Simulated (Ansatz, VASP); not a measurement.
**Two plane-wave programs on Se**

Contents of INCAR:

```
ALGO = Normal
EDIFF = 1E-6
ENCUT = 520
GGA = RE
ISIF = 2
ISMEAR = -1
LASPH = True
LCHARG = False
LREAL = False
LWAVE = False
NBANDS = 20
NELM = 60
PREC = Accurate
SIGMA = 0.1
```

KPOINTS

```
k-points
0
Gamma
  11 11 5
```

The input POSCAR:

```
Se
1.0
    3.9011820985      0.0000000000      0.0000000000
   -1.9505910493      3.3785228021      0.0000000000
    0.0000000000      0.0000000000      7.3528348551
Se
4
Direct
    0.0000000000      0.0000000000      1.0000000000
    1.0000000000      1.0000000000      0.5000000000
    0.3333333333      0.6666666667      0.2500000000
    0.6666666667      0.3333333333      0.7500000000
```

Input for Ansatz:

```yaml
crystal:
  lattice:
    - [3.9011820985, 0.0, 0.0]
    - [-1.9505910493, 3.3785228021, 0.0]
    - [0.0, 0.0, 7.3528348551]
  atoms:
    - { symbol: Se, position: [0.0, 0.0, 1.0] }
    - { symbol: Se, position: [1.0, 1.0, 0.5] }
    - { symbol: Se, position: [0.3333333333, 0.6666666667, 0.25] }
    - { symbol: Se, position: [0.6666666667, 0.3333333333, 0.75] }
hamiltonian:
  xc: revpbe
  pseudopotentials:
    kind: paw
    azcp:
      Se: "pseudopotentials/Se.paw.azcp"
basis:
  ecutwfc: 420
  fft_grid_basis: typed
kpoints:
  mp_grid: { grid: [11, 11, 5], shift: [0, 0, 0] }
magnetization:
  spin_polarized: false
scf:
  occupations: { method: fermi_dirac, width: 0.1 }
  lower_state_search: "off"
output:
  stress: true
```

Alike in both runs: task single point; functional revPBE; k mesh 11 × 11 × 5; occupations fermi-dirac, width 0.1 eV; no spin polarisation.

```csv
,VASP,Ansatz
version,VASP 6.6.1,Ansatz 0.2.0
potentials or method,"VASP PAW PBE potentials, release 64 (Se)","plane waves (420 eV) with PAW, scalar-relativistic"
plane-wave cutoff (eV),520,420
valence electrons in the cell,24,64
```

|  | VASP | Ansatz | Ansatz less VASP |
| --- | --- | --- | --- |
| pressure (GPa) | -2.2 | -2.2 | +0.01 |
| largest component of the traceless stress (GPa) | 0.17 | 0.17 | 0.000 |

The two sets of potentials don't hold the same shells in valence.

Caveats: the PAW data sets were made with another functional, which shifts forces and pressure a little (VASP).
